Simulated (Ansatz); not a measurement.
Ag:

```
Ag
1.0
    -1.65565    1.65565    1.65565
     1.65565   -1.65565    1.65565
     1.65565    1.65565   -1.65565
Ag
1
Direct
  0.00000 0.00000 0.00000
```

This isn't the form of Ag at room conditions, which is fcc.

Program: Ansatz 0.2.0. Alike in all runs: task band structure; potentials or basis Ansatz PAW; no spin polarisation; cell as given; k mesh 6 × 6 × 6; smearing fermi-dirac 0.05 eV; the mesh is coarse, so values aren't converged.

Question: Order these runs on this cell by their pressure, lowest first.
A. level r2SCAN; cutoff (eV) 500
B. level PBEsol; cutoff (eV) 420
C. level LDA; cutoff (eV) 420

Answer: C (-11.4 GPa), B (-7.2 GPa), A (-3.2 GPa).

Caveats: all runs use coarse meshes; the PAW data sets come from PBE, with cores solved anew for the run's functional, which leaves a small shift of forces and pressure.
